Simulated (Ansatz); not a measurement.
# InP (F-43m) in Ansatz: notebook

Aim: see how the results for InP move with the level of theory and the settings. Levels: PBEsol+D3(BJ), m-r2SCAN, PBE. Tasks: relaxation of cell and atoms, single point.

Program: Ansatz 0.2.0. These are calculated values, not measurements. Logs are shortened: lines on timing, memory, paths and dates and some standing lists are left out, and cuts for length are marked.

**Measured values to compare with.**

A printed reference work, data compilation reports, for a bulk crystal of InP at 1.6 K: band gap 1.4236 eV (direct).

The results are compared with them further down.

### 1 Starting point

Symmetry: F-43m, No. 216, cubic system. Conventional cell: a = 5.861 Å, b = 5.861 Å, c = 5.861 Å, α = 90.00°, β = 90.00°, γ = 90.00°. In (site symmetry -43m) has 4 P at 2.54 Å as nearest neighbours. P (site symmetry -43m) has 4 In at 2.54 Å as nearest neighbours.

### 2 Relaxation of cell and atoms, PBEsol+D3(BJ)

Contents of input.yaml:

```yaml
crystal:
  lattice:
    - [0.0, 2.9305, 2.9305]
    - [2.9305, 0.0, 2.9305]
    - [2.9305, 2.9305, 0.0]
  atoms:
    - { symbol: In, position: [0.0, 0.0, 0.0] }
    - { symbol: P, position: [0.75, 0.75, 0.75] }
hamiltonian:
  xc: pbesol
  pseudopotentials: { kind: paw }
  dispersion: d3bj
kpoints:
  mp_grid: { grid: [8, 8, 8] }
scf:
  occupations: { method: fermi_dirac, width: 0.05 }
output:
  forces: true
  stress: true
  write_density: true
  write_potential: true
  elf: true
  volumetric_format: npy
relax:
  f_tol: 0.01
  max_steps: 40
  cell: { stress_tol: 0.05 }
```

Potentials or basis: Ansatz PAW.

Command:

```
$ ansatz run input.yaml --threads 2 --pin off --max-ram 5120MiB --backend cpu --events-out ev --progress --plain --runs-dir out
```

What it wrote:

```text
Warning: RAYON_NUM_THREADS=2 ignored (pool sized by the plan → 2); use --threads N
Engine: ansatz 0.2.0, aarch64-unknown-linux-gnu
Pseudopotentials: kind: paw
Pseudopotential: In, paw, valence charge 13, recommended cutoff 420 eV (normal), In.paw.azcp
Pseudopotential: P, paw, valence charge 5, recommended cutoff 420 eV (normal), P.paw.azcp
Functional definition: PBEsol
  exchange = pbesol_x
  correlation = pbesol_c
Crystal: 2 atoms, lattice volume = 50.333 Å³
Basis set: ecut = 420 eV, 941 PW (Γ), exchange–correlation on 60×60×60 points (8 copies of the dense FFT grid, shifted against one another)
Bands: 13, of which v1, the nominal top of the filled ones, is band 9 counted from 1 (8 counted from 0)
Symmetry: 24 space group operations
Space group: F-43m (ITA 216), of the structure as read, at distance tolerance 3.7e-5 Å
k-points: 29 of 512 (time reversal used)
Non-local potential: In, projectors of the file, l = 0: 2, l = 1: 2, l = 2: 2, l = 3: 2
Non-local potential: P, projectors of the file, l = 0: 2, l = 1: 2, l = 2: 2
PAW form: soft (Blöchl's): semilocal exchange-correlation on the pseudo side does not see the compensation charge
PAW frozen core: In, regenerated for the run's functional, and the local potential with it (the file was generated under x = pbe(κ = 0.804, μ = 0.2195149727645171), c = pbe(β = 0.06672455060314922))
PAW frozen core: P, regenerated for the run's functional, and the local potential with it (the file was generated under x = pbe(κ = 0.804, μ = 0.2195149727645171), c = pbe(β = 0.06672455060314922))
PAW one-centre angular grid: In, 590 points (default); XC on 64 Gauss nodes
PAW one-centre angular grid: P, 110 points (default); XC on 64 Gauss nodes
Initial density: superposition of atomic densities (neutral atoms: chi_scale 0, normalization atom), corrected by the library's trained network
Initial wavefunctions: pseudopotential atomic-orbital guess
Functional: x = pbesol(κ = 0.804, μ = 0.12345679012345678), c = pbesol(β = 0.046)
SCF iter   1: F=—  HF=-6266.471035 eV  |F-HF|=—  |Δ(HF+E_count)|=         —  Δρ=5.37e-3  dr2=2.60e-2  ethr=1.77e-3  ⟨swp⟩=6.3  Hψ=2534  notcnv=0
preconditioner: auto → none  [insulator: Δε(μ)=0.573 eV  Ē_g=14.631 eV  σ=0.050 eV  W_gap=0.99  n_scr=14 (ndim 8)  ℏωp=22.2 eV  f_vac=0.021  D(μ)=0.00/eV (n_scr^D=0)  ε∞_Penn≈3.3]
SCF iter   2: F=—  HF=-6266.461697 eV  |F-HF|=—  |Δ(HF+E_count)|=   9.34e-3  Δρ=1.84e-3  dr2=1.57e-3  ethr=1.44e-4  ⟨swp⟩=2.6  Hψ=819  notcnv=0
SCF iter   3: F=—  HF=-6266.461292 eV  |F-HF|=—  |Δ(HF+E_count)|=   4.05e-4  Δρ=5.08e-4  dr2=1.55e-4  ethr=8.70e-6  ⟨swp⟩=2.0  Hψ=691  notcnv=0
SCF iter   4: F=—  HF=-6266.461308 eV  |F-HF|=—  |Δ(HF+E_count)|=   1.57e-5  Δρ=2.39e-4  dr2=2.90e-5  ethr=8.63e-7  ⟨swp⟩=2.0  Hψ=445  notcnv=0
SCF iter   5: F=—  HF=-6266.461315 eV  |F-HF|=—  |Δ(HF+E_count)|=   6.76e-6  Δρ=4.45e-5  dr2=1.45e-6  ethr=1.61e-7  ⟨swp⟩=2.1  Hψ=461  notcnv=0
SCF iter   6: F=-6266.461315 eV  HF=-6266.461315 eV  |F-HF|=3.49e-9  |Δ(HF+E_count)|=   2.14e-7  Δρ=4.08e-6  dr2=6.90e-9  ethr=5.56e-10  ⟨swp⟩=9.0  Hψ=2583  notcnv=0
SCF 1 converged in 6 iterations: F = -6266.461315 eV  dr2 = 6.90e-9
relax step   1: F+E_penalty+E_count = -6266.46131487 eV  Δ(F+E_penalty+E_count) = +0.000e0 eV  max|allowed force component| = 2.035e-16 eV/Å  Δτ_max = 0.0000 Å  P = -1.305 GPa  Ω = 50.333 Å³  (6 SCF iters, dr2 threshold 1.00e-7 eV, accepted)
Crystal: 2 atoms, lattice volume = 49.238 Å³
Initial density: handed on by an earlier stage of this run
Initial wavefunctions: those handed on with the density
iter 1 solved again at ethr=5.19e-6 eV; its pass at ethr=3.10e-3 eV (dr2=9.35e-4 eV) is discarded
SCF iter   1: F=—  HF=-6266.465624 eV  |F-HF|=—  |Δ(HF+E_count)|=         —  Δρ=1.00e-3  dr2=9.23e-4  ethr=5.19e-6  ⟨swp⟩=1.9  Hψ=2867  notcnv=0
preconditioner: auto → none  [insulator: Δε(μ)=0.742 eV  Ē_g=14.728 eV  σ=0.050 eV  W_gap=1.00  n_scr=14 (ndim 8)  ℏωp=22.5 eV  f_vac=0.005  D(μ)=0.00/eV (n_scr^D=0)  ε∞_Penn≈3.3]
SCF iter   2: F=—  HF=-6266.465371 eV  |F-HF|=—  |Δ(HF+E_count)|=   2.53e-4  Δρ=3.55e-4  dr2=6.21e-5  ethr=5.13e-6  ⟨swp⟩=2.0  Hψ=489  notcnv=0
SCF iter   3: F=—  HF=-6266.465369 eV  |F-HF|=—  |Δ(HF+E_count)|=   1.89e-6  Δρ=1.51e-4  dr2=1.03e-5  ethr=3.45e-7  ⟨swp⟩=3.0  Hψ=662  notcnv=0
SCF iter   4: F=—  HF=-6266.465372 eV  |F-HF|=—  |Δ(HF+E_count)|=   2.78e-6  Δρ=7.46e-5  dr2=2.60e-6  ethr=5.73e-8  ⟨swp⟩=2.3  Hψ=642  notcnv=0
SCF iter   5: F=-6266.465372 eV  HF=-6266.465372 eV  |F-HF|=3.49e-8  |Δ(HF+E_count)|=   2.07e-7  Δρ=1.62e-5  dr2=1.23e-7  ethr=1.11e-9  ⟨swp⟩=10.0  Hψ=2929  notcnv=0
SCF 2 converged in 5 iterations: F = -6266.465372 eV  dr2 = 1.23e-7
relax step   2: F+E_penalty+E_count = -6266.46537236 eV  Δ(F+E_penalty+E_count) = -4.057e-3 eV  max|allowed force component| = 1.237e-16 eV/Å  Δτ_max = 0.0000 Å  P = +0.225 GPa  Ω = 49.238 Å³  energy of the carried Pulay correction = +2.579e-4 eV  (5 SCF iters, dr2 threshold 2.00e-7 eV, accepted)
Crystal: 2 atoms, lattice volume = 49.396 Å³
iter 1 solved again at ethr=1.01e-7 eV; its pass at ethr=3.10e-3 eV (dr2=1.82e-5 eV) is discarded
SCF iter   1: F=—  HF=-6266.465446 eV  |F-HF|=—  |Δ(HF+E_count)|=         —  Δρ=1.41e-4  dr2=1.90e-5  ethr=1.01e-7  ⟨swp⟩=2.9  Hψ=2713  notcnv=0
preconditioner: auto → none  [insulator: Δε(μ)=0.716 eV  Ē_g=14.723 eV  σ=0.050 eV  W_gap=1.00  n_scr=14 (ndim 8)  ℏωp=22.4 eV  f_vac=0.007  D(μ)=0.00/eV (n_scr^D=0)  ε∞_Penn≈3.3]
SCF iter   2: F=—  HF=-6266.465441 eV  |F-HF|=—  |Δ(HF+E_count)|=   4.95e-6  Δρ=4.69e-5  dr2=1.17e-6  ethr=1.01e-7  ⟨swp⟩=2.0  Hψ=486  notcnv=0
SCF iter   3: F=—  HF=-6266.465441 eV  |F-HF|=—  |Δ(HF+E_count)|=   1.90e-7  Δρ=1.95e-5  dr2=1.70e-7  ethr=7.02e-10  ⟨swp⟩=9.9  Hψ=2370  notcnv=0
SCF iter   4: F=-6266.465441 eV  HF=-6266.465441 eV  |F-HF|=4.91e-10  |Δ(HF+E_count)|=   3.29e-8  Δρ=6.27e-6  dr2=1.73e-8  ethr=7.02e-10  ⟨swp⟩=8.7  Hψ=2095  notcnv=0
SCF 3 converged in 4 iterations: F = -6266.465441 eV  dr2 = 1.73e-8
relax step   3: F+E_penalty+E_count = -6266.46544121 eV  Δ(F+E_penalty+E_count) = -6.884e-5 eV  max|allowed force component| = 5.204e-17 eV/Å  Δτ_max = 0.0000 Å  P = -0.008 GPa  Ω = 49.396 Å³  energy of the carried Pulay correction = +2.203e-4 eV  (4 SCF iters, dr2 threshold 1.26e-7 eV, accepted)
Initial wavefunctions: pseudopotential atomic-orbital guess (no wavefunctions were taken with the density)
iter 1 solved again at ethr=1.60e-6 eV; its pass at ethr=3.10e-3 eV (dr2=2.89e-4 eV) is discarded
SCF iter   1: F=—  HF=-6266.465226 eV  |F-HF|=—  |Δ(HF+E_count)|=         —  Δρ=2.45e-5  dr2=5.68e-8  ethr=1.60e-6  ⟨swp⟩=3.2  Hψ=3458  notcnv=0
eigensolver tolerance schedule: the retry pair's looser diagonalisation over-reported the residual by 5085.68 of it (diagonalisation noise at an unbounded share of the residual, at the tolerance the schedule requests for it); recorded, not acted on — ethr = c·dr2/N_el stays at c = 1.0e-1
preconditioner: auto → none  [insulator: Δε(μ)=0.717 eV  Ē_g=14.721 eV  σ=0.050 eV  W_gap=1.00  n_scr=14 (ndim 8)  ℏωp=22.4 eV  f_vac=0.007  D(μ)=0.00/eV (n_scr^D=0)  ε∞_Penn≈3.3]
SCF iter   2: F=—  HF=-6266.465229 eV  |F-HF|=—  |Δ(HF+E_count)|=   2.89e-6  Δρ=1.29e-5  dr2=1.43e-8  ethr=3.15e-10  ⟨swp⟩=4.0  Hψ=918  notcnv=0
SCF iter   3: F=—  HF=-6266.465229 eV  |F-HF|=—  |Δ(HF+E_count)|=   2.04e-8  Δρ=3.90e-6  dr2=4.29e-9  ethr=7.95e-11  ⟨swp⟩=2.0  Hψ=649  notcnv=0
SCF iter   4: F=—  HF=-6266.465229 eV  |F-HF|=—  |Δ(HF+E_count)|=   2.05e-9  Δρ=1.35e-6  dr2=4.30e-10  ethr=2.38e-11  ⟨swp⟩=2.0  Hψ=554  notcnv=0
SCF iter   5: F=-6266.465229 eV  HF=-6266.465229 eV  |F-HF|=9.09e-13  |Δ(HF+E_count)|=  1.98e-10  Δρ=1.31e-7  dr2=2.53e-12  ethr=1.00e-12  ⟨swp⟩=6.5  Hψ=2375  notcnv=0
SCF 4 converged in 5 iterations: F = -6266.465229 eV  dr2 = 2.53e-12
relax step   4: F+E_penalty+E_count = -6266.46522868 eV  Δ(F+E_penalty+E_count) = +2.125e-4 eV  max|allowed force component| = 7.633e-17 eV/Å  Δτ_max = 0.0000 Å  P = -0.009 GPa  Ω = 49.396 Å³  stress off target by 9.34e-3 GPa  SCF on the basis re-selected at this cell (its energy is not comparable with the rows above)  (5 SCF iters)
basis re-selected at this cell: Δ(F+E_penalty+E_count) = +2.125e-4 eV, ΔP = -0.001 GPa vs the last step (what re-selecting the basis moved, of the pressure what is left beyond the Pulay correction that the steps carried, after the strain that the cell walked since its last selection, with what the two solves' SCF thresholds leave and, on support functions, any second-order correction that the steps lacked; it is no measure of the basis error at this ecutwfc). This SCF's stress stands 9.34e-3 GPa from its target on what of the cell is left free (relax.cell.stress_tol is 5.00e-2 GPa) and its largest allowed force component is 7.63e-17 eV/Å (relax.f_tol is 1.00e-2 eV/Å): within both
SCF converged after 5 iterations
Free energy (F): -6266.465229 eV
Harris-Foulkes:  -6266.465229 eV  (|F-HF|=9.09e-13)
Internal energy: -6266.465224 eV  (E = F + TS)
E sigma→0 (E₀):  -6266.465226 eV
Entropy (-TS):   -0.000005 eV (-0.002 meV/atom)
Fermi energy:    7.524847 eV
--- Per-component energies (eV) ---
  E_band       = -50.407371
  E_kinetic    = 314.282673
  E_local      = -1387.647016  (includes V_loc(G=0)·N_el)
  E_nonlocal   = 402.878639
  E_hartree    = 546.263234
  E_xc         = -274.468517
  E_vxc        = -160.632704  (∫ρ·V_xc dr)
  E_paw        = -4639.067799  (= ΣΔE_a)
  E_vpaw       = -311.815435  (= ΣTr[D̂ρ^β])
  E_aug_tail   = 0.000029  (compensation charges beyond the density's cutoff)
  E_ewald      = -1228.380041
  E_disp       = -0.608425  (pairwise vdW)
  E_core_change = 0.281999  (= ΣΔE_core)
  E_smearing   = -0.000005  (= −TS)
  E_closure    = 0.000000  (closes the sum)
  Σ components = -6266.465229   (vs F -6266.465229, Δ=0.00e0)
--- Forces (eV/Å), atoms counted from 1 ---
  atom   1  In    -0.00000000     0.00000000     0.00000000
  atom   2  P      0.00000000    -0.00000000    -0.00000000
  max |Σ_I F_I| component: 8.10e-17 eV/Å
--- Stress (GPa, compression-positive) ---
       -0.009342      -0.000000       0.000000
       -0.000000      -0.009342       0.000000
        0.000000       0.000000      -0.009342
  P = ⅓ Tr σ = -0.0093 GPa (-0.093 kbar)
--- Band table (eV; the first three rows and the last of 29) ---
  k-point 0: bands = ["-7.0657", "-7.0657", "-7.0657", "-6.9005", "-6.9005", "-4.5414", "7.1358", "7.1358", "7.1358", "7.8526", "11.1448", "11.1448", "11.1448"]
  k-point 1: bands = ["-7.0868", "-7.0576", "-7.0576", "-6.9004", "-6.9004", "-4.3558", "5.5649", "6.9398", "6.9398", "8.7886", "11.3058", "11.4321", "11.4321"]
  k-point 2: bands = ["-7.1346", "-7.0404", "-7.0404", "-6.8978", "-6.8978", "-3.8365", "3.6134", "6.5523", "6.5523", "8.8930", "11.8630", "11.8630", "12.4120"]
  k-point 28: bands = ["-7.2301", "-7.0009", "-6.9619", "-6.9236", "-6.8845", "-1.9547", "1.3973", "4.0550", "4.0846", "11.3306", "11.5495", "12.6520", "13.2063"]
--- Relaxed structure (3 steps of the walk, 3 accepted, 1 SCFs on fresh bases) ---
  F+E_penalty+E_count = -6266.46522868 eV   max|allowed force component| = 7.633e-17 eV/Å   (the final SCF, on the basis selected at the relaxed cell)
  cell:  # Å, volume = 49.3961 Å³
    - [5.09537203289561e-35, 2.9121977839029998, 2.9121977839029998]
    - [2.9121977839029998, 4.585834829606031e-33, 2.9121977839029998]
    - [2.9121977839029998, 2.9121977839029998, 6.674937363093222e-33]
  atoms:
    - { symbol: In, position: [1.3267449007455282e-33, -1.4992603794698583e-33, -1.173360370291192e-33] }
    - { symbol: P, position: [0.7499999999999999, 0.7499999999999999, 0.7499999999999999] }
```

Wall time 4.1 s (2 threads of Arm Neoverse V2, shared host); peak memory 0.33 GiB.

What came out:

```yaml
Free_energy: -6266.4652 eV
Relaxed_volume: 24.70 Å³/atom
Relaxed_cell: a = 4.118 Å, b = 4.118 Å, c = 4.118 Å, α = 60.00°, β = 60.00°, γ = 60.00°
Space_group_after_relaxing_to_0.05_Å: F-43m (No. 216)
Energy_gained_by_relaxing: 2.0 meV/atom
Ionic_steps: 4
Pressure_after_relaxing: 0.0 GPa
Band_gap_on_the_k_mesh: 0.72 eV, direct
```

Step by step:
| step | energy change (eV) | largest force (eV/Å) | volume (Å³) |
| --- | --- | --- | --- |
| 1 | 0.0000 | 0.0000 | 50.33 |
| 2 | -0.0041 | 0.0000 | 49.24 |
| 3 | -0.0041 | 0.0000 | 49.40 |
| 4 | -0.0039 | 0.0000 | 49.40 |

Final structure:
```
CELL_PARAMETERS angstrom
0.00000 2.91220 2.91220
2.91220 0.00000 2.91220
2.91220 2.91220 0.00000
ATOMIC_POSITIONS crystal
In 0.00000 0.00000 0.00000
P 0.75000 0.75000 0.75000
```

Caveat: the plane-wave basis is chosen anew once the cell has moved, so the energies of steps on either side of that aren't comparable; spin-orbit coupling is left out, which moves the levels of the heavy elements; the PAW data sets come from PBE, with cores solved anew for the run's functional, which leaves a small shift of forces and pressure. As with any semilocal functional, this PBEsol gap is likely too small.

### 3 Relaxation of cell and atoms, m-r2SCAN

input.yaml, as its differences from that of step 2:

```diff
@@ -9,5 +9,4 @@
 hamiltonian:
-  xc: pbesol
+  xc: mr2scan
   pseudopotentials: { kind: paw }
-  dispersion: d3bj
 kpoints:
```

Potentials or basis: Ansatz PAW.

Command:

```
$ ansatz run input.yaml --threads 2 --pin off --max-ram 5120MiB --backend cpu --events-out ev --progress --plain --runs-dir out
```

What it wrote:

```text
Warning: RAYON_NUM_THREADS=2 ignored (pool sized by the plan → 2); use --threads N
Engine: ansatz 0.2.0, aarch64-unknown-linux-gnu
Pseudopotentials: kind: paw
Pseudopotential: In, paw, valence charge 13, recommended cutoff 500 eV (meta_gga), In.paw.azcp
Pseudopotential: P, paw, valence charge 5, recommended cutoff 500 eV (meta_gga), P.paw.azcp
Functional definition: m-r2SCAN
  exchange = m_r2scan_x
  correlation = m_r2scan_c
Crystal: 2 atoms, lattice volume = 50.333 Å³
Basis set: ecut = 500 eV, 1243 PW (Γ), exchange–correlation on 128×128×128 points (64 copies of the dense FFT grid, shifted against one another)
Bands: 13, of which v1, the nominal top of the filled ones, is band 9 counted from 1 (8 counted from 0)
Symmetry: 24 space group operations
Space group: F-43m (ITA 216), of the structure as read, at distance tolerance 3.7e-5 Å
k-points: 29 of 512 (time reversal used)
Non-local potential: In, projectors of the file, l = 0: 2, l = 1: 2, l = 2: 2, l = 3: 2
[... 79 lines left out ...]
  atom   1  In    -0.00000000    -0.00000000     0.00000000
  atom   2  P      0.00000000    -0.00000000    -0.00000000
  max |Σ_I F_I| component: 7.17e-17 eV/Å
--- Stress (GPa, compression-positive) ---
       -0.011345       0.000000       0.000000
       -0.000000      -0.011345       0.000000
        0.000000       0.000000      -0.011345
  P = ⅓ Tr σ = -0.0113 GPa (-0.113 kbar)
--- Band table (eV; the first three rows and the last of 29) ---
  k-point 0: bands = ["-8.1404", "-8.1404", "-8.1404", "-7.9845", "-7.9845", "-5.3137", "6.5217", "6.5217", "6.5217", "7.5493", "10.9477", "10.9477", "10.9477"]
  k-point 1: bands = ["-8.1595", "-8.1331", "-8.1331", "-7.9843", "-7.9843", "-5.1328", "5.0248", "6.3377", "6.3377", "8.4586", "11.0964", "11.2274", "11.2274"]
  k-point 2: bands = ["-8.2031", "-8.1172", "-8.1172", "-7.9818", "-7.9818", "-4.6298", "3.0832", "5.9668", "5.9668", "8.6209", "11.6544", "11.6544", "12.2007"]
  k-point 28: bands = ["-8.2953", "-8.0790", "-8.0444", "-8.0040", "-7.9693", "-2.8675", "0.9078", "3.5612", "3.6264", "11.0924", "11.2087", "12.4958", "13.0962"]
--- Relaxed structure (3 steps of the walk, 3 accepted, 1 SCFs on fresh bases) ---
  F+E_penalty+E_count = -6371.73803161 eV   max|allowed force component| = 1.087e-16 eV/Å   (the final SCF, on the basis selected at the relaxed cell)
  cell:  # Å, volume = 51.5313 Å³
    - [3.566760423026913e-34, 2.9535690831369124, 2.9535690831369124]
    - [2.9535690831369124, 8.050687811975032e-33, 2.9535690831369124]
    - [2.9535690831369124, 2.9535690831369124, 7.592104329014429e-33]
  atoms:
    - { symbol: In, position: [1.938745379949615e-33, -1.5225175582655168e-33, -2.157812654520193e-33] }
    - { symbol: P, position: [0.75, 0.75, 0.75] }
```

rho_z.tsv:

```text
# z_ang	rho[e/angstrom^3]
# format = ansatz-planar-average/11
# lattice	0.000000000	2.953569083	2.953569083
# lattice	2.953569083	0.000000000	2.953569083
# lattice	2.953569083	2.953569083	0.000000000
# sites	2
# site	49	-0.000000000	-0.000000000	0.000000000
# site	15	4.430353625	4.430353625	4.430353625
0.000000	8.812637e-1
0.130531	8.277186e-1
0.261061	7.247886e-1
0.391592	5.933244e-1
0.522122	4.567419e-1
0.652653	3.341300e-1
[... 24 lines left out ...]
3.915916	8.159532e-1
4.046447	8.755363e-1
```

v_z.tsv:

```text
# z_ang	v_es[eV]	v_tot[eV]
# format = ansatz-planar-average/11
# xc	mr2scan
# density_cutoff_ev	2000
# datasets	In=:simpson_from_first_knot:soft:shift=0	P=:simpson_from_first_knot:soft:shift=0
# lattice	0.000000000	2.953569083	2.953569083
# lattice	2.953569083	0.000000000	2.953569083
# lattice	2.953569083	2.953569083	0.000000000
# sites	2
# site	49	-0.000000000	-0.000000000	0.000000000
# site	15	4.430353625	4.430353625	4.430353625
0.000000	-5.692119e-1	-1.328446e1
0.130531	3.304044e-2	-1.227048e1
0.261061	6.893417e-1	-1.106341e1
0.391592	1.473078e0	-9.605469e0
0.522122	2.409036e0	-7.877051e0
0.652653	3.495588e0	-5.857092e0
[... 24 lines left out ...]
3.915916	-1.928433e0	-1.504464e1
4.046447	-1.216320e0	-1.423425e1
```

Run time: 9.7 s. Hardware: 2 threads of Arm Neoverse V2, shared host; peak memory 0.48 GiB.

Results:

```yaml
Free_energy: -6371.7380 eV
Relaxed_volume: 25.77 Å³/atom
Relaxed_cell: a = 4.177 Å, b = 4.177 Å, c = 4.177 Å, α = 60.00°, β = 60.00°, γ = 60.00°
Space_group_after_relaxing_to_0.05_Å: F-43m (No. 216)
Energy_gained_by_relaxing: 3.1 meV/atom
Ionic_steps: 4
Pressure_after_relaxing: 0.0 GPa
Band_gap_on_the_k_mesh: 1.03 eV, direct
```

The path:
```
step  energy change (eV)  largest force (eV/Å)  volume (Å³)
   1              0.0000                0.0000        50.33
   2             -0.0057                0.0000        51.77
   3             -0.0060                0.0000        51.53
   4             -0.0061                0.0000        51.53
```

Final structure:
```yaml
crystal:
  lattice:
    - [0.00000, 2.95357, 2.95357]
    - [2.95357, 0.00000, 2.95357]
    - [2.95357, 2.95357, 0.00000]
  atoms:
    - { symbol: In, position: [0.00000, 0.00000, 0.00000] }
    - { symbol: P, position: [0.75000, 0.75000, 0.75000] }
```

Caveat: the plane-wave basis is chosen anew once the cell has moved, so the energies of steps on either side of that aren't comparable; spin-orbit coupling is left out, which moves the levels of the heavy elements; the PAW data sets come from PBE, with cores solved anew for the run's functional, which leaves a small shift of forces and pressure.

(Part 1 of 2 ends here.)
